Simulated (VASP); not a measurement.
# In8Se7 (a cell with a defect) in VASP: a series of runs

The runs below take In8Se7 (a cell with a defect) through single point, with PBE.

Program: VASP 6.6.1. These are calculated values, not measurements. Logs are shortened: lines on timing, memory, paths and dates and some standing lists are left out, and cuts for length are marked.

## (1) Starting point

The cell holds a defect, 15 atoms: a = 7.970 Å, b = 7.970 Å, c = 8.717 Å, α = 103.21°, β = 103.21°, γ = 60.00°.

## (2) Single point, PBE

Input file INCAR:

```
ALGO = Fast ; EDIFF = 1E-6
ENCUT = 520 ; GGA = PE
ISIF = 2 ; ISMEAR = 1
LASPH = T ; LCHARG = F
LREAL = Auto ; LWAVE = F
NBANDS = 86 ; NELM = 80
PREC = Accurate ; SIGMA = 0.15
```

Input file KPOINTS:

```
k-points
0
Gamma
  2 2 2
```

Input file POSCAR:

```
In8Se7
1.0
    3.9849065200      6.9020605600      0.0000000000
   -3.9849065200      6.9020605600      0.0000000000
    0.0000000000     -2.3006868500      8.4081540000
Se In
7 8
Direct
    0.3974965847      0.0024413953      0.5561305133
    0.4346066365      0.4354801827      0.4764533333
    0.2999311825      0.7887657362      0.8354905250
    0.8222717202      0.2905977677      0.8721950145
    0.8803298374      0.4545025335      0.4792859408
    0.8308769212      0.7949699308      0.8742669318
    0.9016495631      0.9288512050      0.4819365820
    0.0304364287     -0.0146803134      0.0328339609
    0.0702203179      0.0798687250      0.3674818515
    0.0329047251      0.4710924194      0.0141522146
    0.0709792477      0.5629988196      0.3518831839
    0.4913549359     -0.0161136809     -0.0115635370
    0.5335370546      0.0711455303      0.3356349087
    0.4516205505      0.4406965803     -0.0499242759
    0.5236419745      0.6168825557      0.2993399027
```

Potentials or basis: VASP PAW PBE potentials, release 64 (Se, In_d).

Started as:

```bash
$ cat potpaw_PBE.64/Se/POTCAR potpaw_PBE.64/In_d/POTCAR > POTCAR
$ mpirun -np 1 vasp_std > vasp.out
```

OUTCAR:

```text
EDIFF = 1E-6
   ENCUT = 520
   GGA = PE
   ISIF = 2
   ISMEAR = 1
   LASPH = T
   LREAL = Auto
   NELM = 80
   PREC = Accurate

 ion  position               nearest neighbor table
   1  0.397  0.002  0.556-   9 2.60  13 2.68  15 3.20
   2  0.435  0.435  0.476-  11 2.59  13 2.66  15 2.74
   3  0.300  0.789  0.835-  12 2.65   8 2.67  14 2.74
   4  0.822  0.291  0.872-  10 2.66   8 2.66  14 2.76
   5  0.880  0.455  0.479-  11 2.61   9 2.64  15 2.73
   6  0.831  0.795  0.874-  12 2.66  10 2.67   8 2.68
   7  0.902  0.929  0.482-  11 2.62   9 2.65  13 2.67
   8  0.030  0.985  0.033-   4 2.66   3 2.67   6 2.68   9 2.83  12 3.77  10 3.92  14 3.97
   9  0.070  0.080  0.367-   1 2.60   5 2.64   7 2.65   8 2.83  15 3.70  13 3.73  11 3.89
  10  0.033  0.471  0.014-   4 2.66   6 2.67  11 2.85  14 3.39  12 3.78   8 3.92
  11  0.071  0.563  0.352-   2 2.59   5 2.61   7 2.62  10 2.85  13 3.81   9 3.89  15 3.98
  12  0.491  0.984  0.988-   3 2.65   6 2.66  13 2.93  14 3.58   8 3.77  10 3.78
  13  0.534  0.071  0.336-   2 2.66   7 2.67   1 2.68  12 2.93  15 3.60   9 3.73  11 3.81
  14  0.452  0.441  0.950-   3 2.74   4 2.76  15 3.10  10 3.39  12 3.58   8 3.97
  15  0.524  0.617  0.299-   5 2.73   2 2.74  14 3.10   1 3.20  13 3.60   9 3.70  11 3.98

  LATTYP: Found a base centered monoclinic cell.
 ALAT       =    13.8041211200
 B/A-ratio  =     0.5773502689
 C/A-ratio  =     0.6314952259
 COS(beta)  =    -0.2639238740

  Lattice vectors:

 A1 = (   3.9849065200,   6.9020605600,   0.0000000000)
 A2 = (  -3.9849065200,   6.9020605600,   0.0000000000)
 A3 = (   0.0000000000,  -2.3006868500,   8.4081540000)

Analysis of symmetry for initial positions (statically):
=====================================================================
 Subroutine PRICEL returns:
 Original cell was already a primitive cell.

 Routine SETGRP: Setting up the symmetry group for a
 base centered monoclinic supercell.

 Subroutine GETGRP returns: Found  1 space group operations
 (whereof  1 operations were pure point group operations)
 out of a pool of  4 trial point group operations.

The static configuration has the point symmetry C_1 .

Analysis of symmetry for dynamics (positions and initial velocities):
=====================================================================
 Subroutine PRICEL returns:
 Original cell was already a primitive cell.

 Routine SETGRP: Setting up the symmetry group for a
 base centered monoclinic supercell.

 Subroutine GETGRP returns: Found  1 space group operations
 (whereof  1 operations were pure point group operations)
 out of a pool of  4 trial point group operations.

The dynamic configuration has the point symmetry C_1 .

 Subroutine INISYM returns: Found  1 space group operations
 (whereof  1 operations are pure point group operations),
 and found     1 'primitive' translations

----------------------------------------------------------------------------------------

                                     Primitive cell

  volume of cell :     462.5168

  direct lattice vectors                    reciprocal lattice vectors
     3.984906520  6.902060560  0.000000000     0.125473458  0.072442135  0.019822028
    -3.984906520  6.902060560  0.000000000    -0.125473458  0.072442135  0.019822028
     0.000000000 -2.300686850  8.408154000     0.000000000  0.000000000  0.118932170

  length of vectors
     7.969813043  7.969813043  8.717236584     0.146233937  0.146233937  0.118932170

  position of ions in fractional coordinates (direct lattice)
     0.397496585  0.002441395  0.556130513
     0.434606636  0.435480183  0.476453333
     0.299931183  0.788765736  0.835490525
     0.822271720  0.290597768  0.872195015
     0.880329837  0.454502533  0.479285941
     0.830876921  0.794969931  0.874266932
     0.901649563  0.928851205  0.481936582
     0.030436429  0.985319687  0.032833961
     0.070220318  0.079868725  0.367481852
     0.032904725  0.471092419  0.014152215
     0.070979248  0.562998820  0.351883184
     0.491354936  0.983886319  0.988436463
     0.533537055  0.071145530  0.335634909
     0.451620551  0.440696580  0.950075724
     0.523641975  0.616882556  0.299339903

  ion indices of the primitive-cell ions
   primitive index   ion index
                 1           1
                 2           2
                 3           3
                 4           4
                 5           5
                 6           6
                 7           7
                 8           8
                 9           9
                10          10
                11          11
                12          12
                13          13
                14          14
                15          15

----------------------------------------------------------------------------------------

 KPOINTS: k-points

Automatic generation of k-mesh.
 Grid dimensions read from file:
 generate k-points for:    2    2    2

 Generating k-lattice:

  Cartesian coordinates                     Fractional coordinates (reciprocal lattice)
     0.062736729  0.036221067  0.009911014     0.500000000  0.000000000  0.000000000
    -0.062736729  0.036221067  0.009911014     0.000000000  0.500000000  0.000000000
     0.000000000  0.000000000  0.059466085     0.000000000  0.000000000  0.500000000

  Length of vectors
     0.073116968  0.073116968  0.059466085

  Shift w.r.t. Gamma in fractional coordinates (k-lattice)
     0.000000000  0.000000000  0.000000000

 Subroutine IBZKPT returns following result:
 ===========================================

 Found      8 irreducible k-points:

 Following reciprocal coordinates:
            Coordinates               Weight
  0.000000  0.000000  0.000000      1.000000
  0.500000  0.000000 -0.000000      1.000000
  0.000000  0.500000 -0.000000      1.000000
  0.500000  0.500000 -0.000000      1.000000
  0.000000  0.000000  0.500000      1.000000
  0.500000  0.000000  0.500000      1.000000
  0.000000  0.500000  0.500000      1.000000
  0.500000  0.500000  0.500000      1.000000
   k-points           NKPTS =      8   k-points in BZ     NKDIM =      8   number of bands    NBANDS=     86
   number of dos      NEDOS =    301   number of ions     NIONS =     15
   total plane-waves  NPLWV = 252000
   dimension x,y,z NGX =    60 NGY =   60 NGZ =   70
   dimension x,y,z NGXF=   120 NGYF=  120 NGZF=  140
   ions per type =               7   8
   NGX,Y,Z   is equivalent  to a cutoff of  12.52, 12.52, 13.35 a.u.
   NGXF,Y,Z  is equivalent  to a cutoff of  25.03, 25.03, 26.70 a.u.
 SYSTEM =  unknown system
   PREC   = accura    normal or accurate (medium, high low for compatibility)
   ISTART =      0    job   : 0-new  1-cont  2-samecut
   ICHARG =      2    charge: 1-file 2-atom 10-const
   ISPIN  =      1    spin polarized calculation?
   LNONCOLLINEAR =      F non collinear calculations
   LSORBIT =      F    spin-orbit coupling
   LASPH  =      T    aspherical Exc in radial PAW
   ENCUT  =  520.0 eV  38.22 Ry    6.18 a.u.  14.82 14.82 16.21*2*pi/ulx,y,z
   NELM   =     80;   NELMIN=  2; NELMDL= -5     # of ELM steps
   EDIFF  = 0.1E-05   stopping-criterion for ELM
   LREAL  =      T    real-space projection
   EDIFFG = 0.1E-04   stopping-criterion for IOM
   NSW    =      0    number of steps for IOM
   IBRION =     -1    ionic relax: 0-MD 1-quasi-New 2-CG
   NFREE  =      0    steps in history (QN), initial steepest desc. (CG)
   ISIF   =      2    stress and relaxation
   ISYM   =      2    0-nonsym 1-usesym 2-fastsym
   POTIM  = 0.5000    time-step for ionic-motion
   TEBEG  =    0.0;   TEEND  =   0.0 temperature during run
   PSTRESS=    0.0 pullay stress
   NELECT =     146.0000    total number of electrons
   NUPDOWN=      -1.0000    fix difference up-down
   EMIN   =  10.00;   EMAX   =-10.00  energy-range for DOS
   EFERMI =   0.00;   METHOD = LEGACY
   ISMEAR =     1;   SIGMA  =   0.15  broadening in eV -4-tet -1-fermi 0-gaus
   EFERMI_NEDOS =   21; number of points for ismear=-14 and -15
   IALGO  =     68    algorithm
   IMIX   =      4    mixing-type and parameters
     AMIX     =   0.40;   BMIX     =  1.00
     AMIX_MAG =   1.60;   BMIX_MAG =  1.00
  volume/ion in A,a.u.               =      30.83       208.08
  Fermi-wavevector in a.u.,A,eV,Ry     =   1.114679  2.106438 16.905374  1.242510
  Thomas-Fermi vector in A             =   2.251277
   LORBIT       =      0    0 simple, 1 ext, 2 COOP (PROOUT), +10 PAW based schemes
   GGA     = PE    functional components
   LHFCALC =     F    Hartree Fock is set to
   AEXX    =    0.0000 exact exchange contribution
   IVDW    =     0    specifies the selected vdW correction
   LEPSILON=     F    determine dielectric tensor
   LRPA    =     F    only Hartree local field effects (RPA)
 non-spin polarized calculation
 RMM-DIIS sequential band-by-band and
 Methfessel and Paxton  Order N= 1 SIGMA  =   0.15
  energy-cutoff  :      520.00
  volume of cell :      462.52
 maximum number of plane-waves:     12486
 NGX is ok and might be reduce to    60
   NGX = 29   NGY = 29   NGZ = 33

 number of electron     146.0000007 magnetization

 Free energy of the ion-electron system (eV)
  ---------------------------------------------------
  ext. energy  EPLUGINS =         0.00000000
  ---------------------------------------------------
  free energy    TOTEN  =       -50.11469558 eV

  energy without entropy =      -50.11978719  energy(sigma->0) =      -50.11639278

 E-fermi :   3.5177     XC(G=0):  -8.7311

 val. band max:        3.4495858719   @ k =   0.0000   0.5000  -0.0000
 cond. band min:       3.5797923832   @ k =   0.0000   0.5000   0.5000
 fundamental gap:      0.1302065113
 Fermi energy:         3.5176581129

 k-point     1 :       0.0000    0.0000    0.0000
  band No.  band energies     occupation
      1     -11.1929      2.00000
      2     -11.1434      2.00000
      3     -11.1071      2.00000
      4     -11.0940      2.00000
      5     -11.0862      2.00000
      6     -11.0538      2.00000
[... 77 lines left out ...]
     84       6.9508      0.00000
     85       7.4043      0.00000

 k-point     2 :       0.5000    0.0000   -0.0000
  band No.  band energies     occupation
      1     -11.1571      2.00000
      2     -11.1199      2.00000
      3     -11.1048      2.00000
      4     -11.0916      2.00000
      5     -11.0746      2.00000
      6     -11.0505      2.00000
[... 517 lines left out ...]
     84       7.4808      0.00000
     85       7.6248      0.00000

 k-point     8 :       0.5000    0.5000    0.5000
  band No.  band energies     occupation
      1     -11.1665      2.00000
      2     -11.1285      2.00000
      3     -11.1004      2.00000
      4     -11.0830      2.00000
      5     -11.0669      2.00000
      6     -11.0495      2.00000
[... 77 lines left out ...]
     84       7.5463      0.00000
     85       7.5695      0.00000
 [bands above 85 left out]

------------------------ aborting loop because EDIFF is reached ----------------------------------------

  FORCE on cell =-STRESS in cart. coord.  units (eV):
  Direction    XX          YY          ZZ          XY          YZ          ZX
  --------------------------------------------------------------------------------------
  -------------------------------------------------------------------------------------
  Total        5.2199465      4.1159213      0.2079190      0.1309999     -0.8096995      2.2462626
  in kB       18.0821088     14.2577201      0.7202400      0.4537892     -2.8048322      7.7811458
  external PRESSURE =      11.0200230 kB  Pullay stress =       0.0000000 kB

 VOLUME and BASIS-vectors are now :
 -----------------------------------------------------------------------------
  energy-cutoff  :      520.00
  volume of cell :      462.52
      direct lattice vectors                 reciprocal lattice vectors
     3.984906520  6.902060560  0.000000000     0.125473458  0.072442135  0.019822028
    -3.984906520  6.902060560  0.000000000    -0.125473458  0.072442135  0.019822028
     0.000000000 -2.300686850  8.408154000     0.000000000  0.000000000  0.118932170

 POSITION                                       TOTAL-FORCE (eV/Angst)
 -----------------------------------------------------------------------------------
      1.57426      1.48091      4.67603         0.470299     -0.212235     -0.497889
     -0.00348      4.90922      4.00609        -0.029781      0.019328      0.074594
     -1.94796      5.59205      7.02493        -0.037536      0.074653     -0.011205
      2.11867      5.67445      7.33355        -0.073567      0.010666     -0.028587
      1.69688      8.11041      4.02991         0.063756      0.013376      0.092709
      0.14309      9.21028      7.35097        -0.049637     -0.010279     -0.023706
     -0.10840     11.52544      4.05220         0.002677     -0.005048      0.028031
     -3.80512      6.93527      0.27607        -0.035968     -0.013938     -0.050099
     -0.03845      0.19046      3.08984        -0.086780     -0.061503     -0.158299
     -1.74614      3.44606      0.11899        -0.036101      0.032617     -0.004701
     -1.96065      3.56618      2.95869        -0.021878     -0.002243      0.001759
     -1.96269      7.90812      8.31093         0.003099     -0.002813      0.227293
      1.84259      3.40136      2.82207        -0.017320      0.021745      0.117150
      0.04353      3.97300      7.98838        -0.086875      0.041051      0.091473
     -0.37155      7.18328      2.51690        -0.064387      0.094624      0.141476
 -----------------------------------------------------------------------------------
    total drift:                                0.009183      0.031933      0.025410

  FREE ENERGIE OF THE ION-ELECTRON SYSTEM (eV)
  ---------------------------------------------------
  free  energy   TOTEN  =       -50.1146955771 eV

  energy  without entropy=      -50.1197871895  energy(sigma->0) =      -50.11639278
```

Wall time 8.4 min (1 thread of Intel Xeon 6975P-C (Granite Rapids), shared host); peak memory 0.63 GiB.

What came out:

* Free energy: -50.1147 eV
* Pressure: 1.1 GPa
* Largest force: 0.717 eV/Å
* Band gap on the k mesh: 0.13 eV, indirect (least direct gap 0.14 eV)

Forces on the atoms (eV/Å):
```
Se   0.470 -0.212 -0.498
Se  -0.030  0.019  0.075
Se  -0.038  0.075 -0.011
Se  -0.074  0.011 -0.029
Se   0.064  0.013  0.093
Se  -0.050 -0.010 -0.024
Se   0.003 -0.005  0.028
In  -0.036 -0.014 -0.050
In  -0.087 -0.062 -0.158
In  -0.036  0.033 -0.005
In  -0.022 -0.002  0.002
In   0.003 -0.003  0.227
In  -0.017  0.022  0.117
In  -0.087  0.041  0.091
In  -0.064  0.095  0.141
```

Stress tensor (GPa, compression positive):
```
 1.81  0.05  0.78
 0.05  1.43 -0.28
 0.78 -0.28  0.07
```

Levels at points of the mesh, in eV from the valence-band top:
| k point | band 70 | band 71 | band 72 | band 73 | band 74 | band 75 | band 76 | band 77 |
| --- | --- | --- | --- | --- | --- | --- | --- | --- |
| (0.00, 0.00, 0.00) | -0.88 | -0.72 | -0.52 | -0.41 | 1.17 | 1.49 | 1.71 | 1.76 |
| (0.50, 0.00, 0.00) | -0.85 | -0.76 | -0.54 | -0.15 | 0.68 | 1.44 | 1.74 | 2.27 |
| (0.00, 0.50, 0.00) | -1.04 | -0.84 | -0.68 | 0.00 | 0.76 | 1.52 | 2.03 | 2.36 |
| (0.50, 0.50, 0.00) | -0.84 | -0.68 | -0.47 | -0.13 | 0.39 | 1.58 | 2.14 | 2.23 |
| (0.00, 0.00, 0.50) | -0.97 | -0.72 | -0.48 | -0.13 | 1.04 | 1.33 | 1.58 | 1.75 |
| (0.50, 0.00, 0.50) | -0.96 | -0.75 | -0.64 | -0.10 | 0.55 | 1.43 | 2.07 | 2.37 |
| (0.00, 0.50, 0.50) | -0.98 | -0.83 | -0.33 | -0.01 | 0.13 | 1.45 | 1.98 | 2.37 |
| (0.50, 0.50, 0.50) | -0.94 | -0.85 | -0.49 | -0.21 | 0.28 | 1.51 | 1.77 | 2.35 |

Caveat: the k mesh is coarse (spacing up to 0.46 Å⁻¹), so the values aren't converged; spin-orbit coupling is left out, which moves the levels of the heavy elements.

(Part 1 of 2 ends here.)
